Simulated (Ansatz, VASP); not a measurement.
**Ga2SbAs in two plane-wave programs**

Wanted: the spread between two codes on one cell, functional and k mesh. The cell is taken from a series of runs on this material, whose earlier steps may have relaxed, scaled, displaced or heated it; both programs get it as it stands.

Program: Ansatz 0.2.0. Level of theory: plane waves, with VASP 6.6.1 beside it; relaxation of cell and atoms at PBEsol. Results are calculated unless marked as measured.

**1. The structure**

The cell holds 12 atoms: 6 Ga, 3 As and 3 Sb. Its edges and angles: a = 4.162 Å, b = 4.162 Å, c = 17.685 Å, α = 90.0°, β = 90.0°, γ = 90.0°. It derives from GaAs. The structure's axis is c.

Structure file:

```cif
data_structure
_symmetry_space_group_name_H-M 'P 1'
_symmetry_Int_Tables_number 1
_cell_length_a 4.1619
_cell_length_b 4.1619
_cell_length_c 17.6850
_cell_angle_alpha 90.000
_cell_angle_beta 90.000
_cell_angle_gamma 90.000
_cell_volume 306.33
loop_
_atom_site_label
_atom_site_type_symbol
_atom_site_fract_x
_atom_site_fract_y
_atom_site_fract_z
_atom_site_occupancy
Ga1 Ga 0.00000 0.00000 0.04495 1
Ga2 Ga 0.50000 0.50000 0.19849 1
Ga3 Ga 0.00000 0.00000 0.35203 1
Ga4 Ga 0.50000 0.50000 0.50557 1
Ga5 Ga 0.00000 0.00000 0.68536 1
Ga6 Ga 0.50000 0.50000 0.86515 1
As7 As 0.50000 0.00000 0.12172 1
As8 As 0.00000 0.50000 0.27526 1
As9 As 0.50000 0.00000 0.42880 1
Sb10 Sb 0.00000 0.50000 0.59546 1
Sb11 Sb 0.50000 0.00000 0.77526 1
Sb12 Sb 0.00000 0.50000 0.95505 1
```

**2. Ansatz: relaxation of cell and atoms, PBEsol, pair 1**

Ansatz runs on its PAW soft_1 files.

The relaxed volume is the usual yardstick between codes: in a stiff, nearly cubic crystal its relative difference is about their pressure difference at one cell divided by the bulk modulus.

input.yaml

```yaml
crystal:
  lattice:
    - [4.161924448, 0.0, 0.0]
    - [0.0, 4.161924448, 0.0]
    - [0.0, 0.0, 17.6850194169]
  atoms:
    - { symbol: Ga, position: [0.0, 0.0, 0.044948399] }
    - { symbol: As, position: [0.5, 0.0, 0.1217182677] }
    - { symbol: Ga, position: [0.5, 0.5, 0.1984881363] }
    - { symbol: As, position: [0.0, 0.5, 0.275258005] }
    - { symbol: Ga, position: [0.0, 0.0, 0.3520278737] }
    - { symbol: As, position: [0.5, 0.0, 0.4287977424] }
    - { symbol: Ga, position: [0.5, 0.5, 0.505567611] }
    - { symbol: Sb, position: [0.0, 0.5, 0.595464409] }
    - { symbol: Ga, position: [0.0, 0.0, 0.685361207] }
    - { symbol: Sb, position: [0.5, 0.0, 0.775258005] }
    - { symbol: Ga, position: [0.5, 0.5, 0.865154803] }
    - { symbol: Sb, position: [0.0, 0.5, 0.955051601] }
kpoints:
  mp_grid: { grid: [6, 6, 2] }
hamiltonian:
  xc: pbesol
  pseudopotentials: { kind: paw, azcp: { folder: soft_1 }, xc_functional: pbe }
scf:
  occupations: { method: fermi_dirac, width: 0.02 }
relax:
  f_tol: 0.015
  max_steps: 100
  cell: {}
output:
  write_density: true
  write_potential: true
  elf: true
  volumetric_format: npy
```

Launch:

```bash
$ ansatz run input.yaml --threads 4 --pin off --max-ram 17510MiB --backend cpu --events-out ev --progress --plain --runs-dir out
```

Numbers of over 12 decimals in the logs are rounded to 6 here.

Log:

```text
Engine: ansatz 0.2.0, aarch64-unknown-linux-gnu
Pseudopotentials: kind: paw
Pseudopotential: Ga, paw, valence charge 13, recommended cutoff 420 eV (normal), soft_1/Ga.paw.azcp
Pseudopotential: As, paw, valence charge 15, recommended cutoff 420 eV (normal), soft_1/As.paw.azcp
Pseudopotential: Sb, paw, valence charge 15, recommended cutoff 420 eV (normal), soft_1/Sb.paw.azcp
Functional definition: PBEsol
  exchange = pbesol_x
  correlation = pbesol_c
Crystal: 12 atoms, lattice volume = 306.333 Å³
Basis set: ecut = 420 eV, 5939 PW (Γ), exchange–correlation on 60×60×240 points (8 copies of the dense FFT grid, shifted against one another)
Bands: 101, of which v1, the nominal top of the filled ones, is band 84 counted from 1 (83 counted from 0)
Symmetry: 8 space group operations
Space group: P-4m2 (ITA 115), of the structure as read, at distance tolerance 6.7e-5 Å
k-points: 20 of 72
Non-local potential: Ga, projectors of the file, l = 0: 2, l = 1: 2, l = 2: 3, l = 3: 1
Non-local potential: As, projectors of the file, l = 0: 2, l = 1: 2, l = 2: 3, l = 3: 1
Non-local potential: Sb, projectors of the file, l = 0: 2, l = 1: 2, l = 2: 2, l = 3: 1
PAW form: soft (Blöchl's): semilocal exchange-correlation on the pseudo side does not see the compensation charge
PAW frozen core: Ga, regenerated for the run's functional, and the local potential with it (the file was generated under x = pbe(κ = 0.804, μ = 0.219515), c = pbe(β = 0.066725))
PAW frozen core: As, regenerated for the run's functional, and the local potential with it (the file was generated under x = pbe(κ = 0.804, μ = 0.219515), c = pbe(β = 0.066725))
PAW frozen core: Sb, regenerated for the run's functional, and the local potential with it (the file was generated under x = pbe(κ = 0.804, μ = 0.219515), c = pbe(β = 0.066725))
PAW one-centre angular grid: Ga, 590 points (default); XC on 64 Gauss nodes
PAW one-centre angular grid: As, 590 points (default); XC on 64 Gauss nodes
PAW one-centre angular grid: Sb, 590 points (default); XC on 64 Gauss nodes
Initial density: superposition of atomic densities (chi_scale 0.1, normalization cell, long waves kept (reshape's long-wave potential 0.98 eV rms))
Initial wavefunctions: pseudopotential atomic-orbital guess
Functional: x = pbesol(κ = 0.804, μ = 0.123457), c = pbesol(β = 0.046)
SCF iter   1: F=—  HF=-56126.827824 eV  |F-HF|=—  |Δ(HF+E_count)|=         —  Δρ=3.72e-2  dr2=1.46e1  ethr=3.10e-3  ⟨swp⟩=6.2  Hψ=7631  notcnv=0  defer=15
preconditioner: auto → Resta (q_TF=auto, 2.468 Å⁻¹)  ε∞=3.4  [insulator: Δε(μ)=0.087 eV  Ē_g=14.127 eV  σ=0.020 eV  W_gap=0.50  n_scr=84 (ndim 8)  ℏωp=22.0 eV  f_vac=0.004  D(μ)=0.88/eV (n_scr^D=4)  ε∞_Penn≈3.4]
SCF iter   2: F=—  HF=-56125.375827 eV  |F-HF|=—  |Δ(HF+E_count)|=    1.45e0  Δρ=2.10e-2  dr2=1.55e0  ethr=3.10e-3  ⟨swp⟩=2.0  Hψ=2482  notcnv=0  defer=203
preconditioner: auto → Kerker (q_TF=auto, 2.468 Å⁻¹)  [metal: Δε(μ)=0.044 eV  Ē_g=14.185 eV  σ=0.020 eV  W_gap=0.48  n_scr=84 (ndim 8)  ℏωp=22.0 eV  f_vac=0.012 (ignored in choosing the arm: the first look at the density read no void)  D(μ)=0.72/eV (n_scr^D=2)]
SCF iter   3: F=—  HF=-56125.147354 eV  |F-HF|=—  |Δ(HF+E_count)|=   2.28e-1  Δρ=7.04e-3  dr2=4.09e-1  ethr=9.24e-4  ⟨swp⟩=2.5  Hψ=2466  notcnv=0  defer=213
SCF iter   4: F=—  HF=-56125.115316 eV  |F-HF|=—  |Δ(HF+E_count)|=   3.20e-2  Δρ=3.50e-3  dr2=8.47e-2  ethr=2.44e-4  ⟨swp⟩=2.1  Hψ=2663  notcnv=0  defer=217
SCF iter   5: F=—  HF=-56125.085613 eV  |F-HF|=—  |Δ(HF+E_count)|=   2.97e-2  Δρ=1.49e-3  dr2=1.62e-2  ethr=5.04e-5  ⟨swp⟩=2.5  Hψ=3629  notcnv=0  defer=217
SCF iter   6: F=—  HF=-56125.087376 eV  |F-HF|=—  |Δ(HF+E_count)|=   1.76e-3  Δρ=6.00e-4  dr2=1.55e-3  ethr=9.66e-6  ⟨swp⟩=2.0  Hψ=3031  notcnv=0  defer=217
SCF iter   7: F=—  HF=-56125.087821 eV  |F-HF|=—  |Δ(HF+E_count)|=   4.45e-4  Δρ=2.86e-4  dr2=2.39e-4  ethr=9.21e-7  ⟨swp⟩=2.0  Hψ=3583  notcnv=0  defer=217
SCF iter   8: F=—  HF=-56125.087787 eV  |F-HF|=—  |Δ(HF+E_count)|=   3.38e-5  Δρ=1.30e-4  dr2=5.47e-5  ethr=1.42e-7  ⟨swp⟩=2.0  Hψ=3484  notcnv=0  defer=217
SCF iter   9: F=—  HF=-56125.087859 eV  |F-HF|=—  |Δ(HF+E_count)|=   7.26e-5  Δρ=4.72e-5  dr2=8.48e-6  ethr=3.26e-8  ⟨swp⟩=2.0  Hψ=3057  notcnv=0  defer=217
SCF iter  10: F=—  HF=-56125.087861 eV  |F-HF|=—  |Δ(HF+E_count)|=   1.90e-6  Δρ=2.56e-5  dr2=2.96e-6  ethr=5.05e-9  ⟨swp⟩=2.0  Hψ=2884  notcnv=0  defer=217
SCF iter  11: F=—  HF=-56125.087862 eV  |F-HF|=—  |Δ(HF+E_count)|=   2.29e-7  Δρ=1.05e-5  dr2=1.17e-6  ethr=1.76e-9  ⟨swp⟩=2.0  Hψ=2883  notcnv=0  defer=217
SCF iter  12: F=—  HF=-56125.087862 eV  |F-HF|=—  |Δ(HF+E_count)|=   3.29e-7  Δρ=4.90e-6  dr2=3.67e-7  ethr=6.97e-10  ⟨swp⟩=2.0  Hψ=2225  notcnv=0  defer=217
SCF iter  13: F=—  HF=-56125.087862 eV  |F-HF|=—  |Δ(HF+E_count)|=   4.74e-8  Δρ=2.22e-6  dr2=1.16e-7  ethr=2.18e-10  ⟨swp⟩=2.0  Hψ=2219  notcnv=0  defer=217
[...]
preconditioner: auto → LDOS  [insulator: Δε(μ)=0.260 eV  Ē_g=14.034 eV  σ=0.020 eV  W_gap=0.59  n_scr=84 (ndim 8)  ℏωp=22.1 eV  f_vac=0.071  D(μ)=0.89/eV (n_scr^D=4)  ε∞_Penn≈3.5  β→1.0]
SCF iter   2: F=—  HF=-56125.094094 eV  |F-HF|=—  |Δ(HF+E_count)|=   3.39e-4  Δρ=3.60e-6  dr2=1.23e-7  ethr=4.45e-10  ⟨swp⟩=3.0  Hψ=4145  notcnv=0
SCF iter   3: F=—  HF=-56125.094094 eV  |F-HF|=—  |Δ(HF+E_count)|=   2.07e-9  Δρ=3.16e-6  dr2=1.91e-7  ethr=7.34e-11  ⟨swp⟩=2.0  Hψ=3337  notcnv=0
SCF iter   4: F=—  HF=-56125.094094 eV  |F-HF|=—  |Δ(HF+E_count)|=   2.72e-8  Δρ=5.98e-7  dr2=3.32e-9  ethr=7.34e-11  ⟨swp⟩=2.0  Hψ=2770  notcnv=0
SCF iter   5: F=—  HF=-56125.094094 eV  |F-HF|=—  |Δ(HF+E_count)|=  4.58e-10  Δρ=1.95e-7  dr2=5.49e-10  ethr=1.97e-12  ⟨swp⟩=2.0  Hψ=3309  notcnv=0
SCF iter   6: F=-56125.094094 eV  HF=-56125.094094 eV  |F-HF|=7.28e-12  |Δ(HF+E_count)|=  8.73e-11  Δρ=5.06e-8  dr2=6.12e-12  ethr=1.00e-12  ⟨swp⟩=6.0  Hψ=9652  notcnv=0
SCF 4 converged in 6 iterations: F = -56125.094094 eV  dr2 = 6.12e-12
relax step   4: F+E_penalty+E_count = -56125.09409383 eV  Δ(F+E_penalty+E_count) = +2.962e-5 eV  max|allowed force component| = 3.246e-3 eV/Å  Δτ_max = 0.0000 Å  P = +0.033 GPa  Ω = 306.222 Å³  stress off target by 4.18e-2 GPa  SCF on the basis re-selected at this cell (its energy is not comparable with the rows above)  (6 SCF iters)
basis re-selected at this cell: Δ(F+E_penalty+E_count) = +2.962e-5 eV, ΔP = +0.000 GPa vs the last step (what re-selecting the basis moved, of the pressure what is left beyond the Pulay correction that the steps carried, after the strain that the cell walked since its last selection, with what the two solves' SCF thresholds leave and, on support functions, any second-order correction that the steps lacked; it is no m [...]
SCF converged after 6 iterations
Free energy (F): -56125.094094 eV
Harris-Foulkes:  -56125.094094 eV  (|F-HF|=7.28e-12)
Internal energy: -56125.093006 eV  (E = F + TS)
E sigma→0 (E₀):  -56125.093550 eV
Entropy (-TS):   -0.001088 eV (-0.091 meV/atom)
Fermi energy:    7.897745 eV
--- Per-component energies (eV) ---
  E_band       = -1751.852700
  E_kinetic    = 1456.657155
  E_local      = -21717.759786  (includes V_loc(G=0)·N_el)
  E_nonlocal   = -552.604632
  E_hartree    = 11874.484986
  E_xc         = -879.354232
  E_vxc        = -827.327200  (∫ρ·V_xc dr)
  E_paw        = -31032.458527  (= ΣΔE_a)
  E_vpaw       = -3859.787417  (= ΣTr[D̂ρ^β])
  E_aug_tail   = -0.000861  (compensation charges beyond the density's cutoff)
  E_ewald      = -15283.129840
  E_core_change = 9.072730  (= ΣΔE_core)
  E_smearing   = -0.001088  (= −TS)
  E_closure    = -0.000000  (closes the sum)
  Σ components = -56125.094094   (vs F -56125.094094, Δ=0.00e0)
--- Forces (eV/Å), atoms counted from 1 ---
  atom   1  Ga     0.00000000    -0.00000000    -0.00324647
  atom   2  As     0.00000000    -0.00000000     0.00143971
  atom   3  Ga     0.00000000    -0.00000000     0.00038222
  atom   4  As     0.00000000    -0.00000000    -0.00000000
  atom   5  Ga     0.00000000    -0.00000000    -0.00038222
  atom   6  As     0.00000000    -0.00000000    -0.00143971
  atom   7  Ga     0.00000000    -0.00000000     0.00324647
  atom   8  Sb     0.00000000    -0.00000000    -0.00123985
  atom   9  Ga     0.00000000    -0.00000000     0.00136391
  atom  10  Sb     0.00000000    -0.00000000    -0.00000000
  atom  11  Ga     0.00000000    -0.00000000    -0.00136391
  atom  12  Sb     0.00000000    -0.00000000     0.00123985
  max |Σ_I F_I| component: 5.05e-16 eV/Å
--- Stress (GPa, compression-positive) ---
        0.027891       0.000000       0.000000
        0.000000       0.027891      -0.000000
        0.000000      -0.000000       0.041830
  P = ⅓ Tr σ = 0.0325 GPa (0.325 kbar)
--- Band table (eV; the first three rows and the last of 20) ---
  k-point 0: bands = [... 80 lower, 6.8599, 7.7482, 7.8632, 7.8904, 7.8904, 8.6254, 8.7183, 9.1194, ... 13 higher]
  k-point 1: bands = [... 80 lower, 7.2289, 7.2289, 7.7297, 7.7297, 8.6002, 8.6581, 9.0999, 9.2112, ... 13 higher]
  k-point 2: bands = [... 80 lower, 6.8338, 6.9285, 7.0743, 7.7989, 8.9193, 9.1663, 9.2608, 9.5945, ... 13 higher]
  k-point 19: bands = [... 80 lower, 4.9127, 4.9798, 5.0306, 5.0316, 9.2842, 9.2842, 9.4775, 9.4901, ... 13 higher]
--- Relaxed structure (3 steps of the walk, 3 accepted, 1 SCFs on fresh bases) ---
  F+E_penalty+E_count = -56125.09409383 eV   max|allowed force component| = 3.246e-3 eV/Å   (the final SCF, on the basis selected at the relaxed cell)
  cell:  # Å, volume = 306.2220 Å³
    - [4.172286, 0.0, 0]
    - [0.0, 4.172286, 0.0]
    - [0, 0.0, 17.590911]
  atoms:
    - { symbol: Ga, position: [0, 0.0, 0.043325] }
    - { symbol: As, position: [0.5, 0.0, 0.120707] }
    - { symbol: Ga, position: [0.5, 0.5, 0.198098] }
    - { symbol: As, position: [0, 0.5, 0.275258] }
    - { symbol: Ga, position: [0, 0.0, 0.352418] }
    - { symbol: As, position: [0.5, 0.0, 0.429809] }
    - { symbol: Ga, position: [0.5, 0.5, 0.507191] }
    - { symbol: Sb, position: [0, 0.5, 0.596758] }
    - { symbol: Ga, position: [0, 0.0, 0.685871] }
    - { symbol: Sb, position: [0.5, 0.0, 0.775258] }
    - { symbol: Ga, position: [0.5, 0.5, 0.864645] }
    - { symbol: Sb, position: [0, 0.5, 0.953758] }
```

Reading the cycles: dr2 is the Hartree energy of the density residual (eV), the measure of convergence; HF is the Harris–Foulkes estimate of the energy, which meets the free energy F at convergence.

[end of part 1 of 3]

[Lines on the potential files, build, host, timing and source positions are cut from VASP's logs without a mark.]

[Logs are printed without paths, hosts, clocks, repeated set-up lines and the standing remarks that a program may print on its own settings, such as how far it seeks lower states.]

[Hosts, paths, dates, database ids (printed as entryN), source tags and the programs' standing remarks are cut or masked in the printed files.]
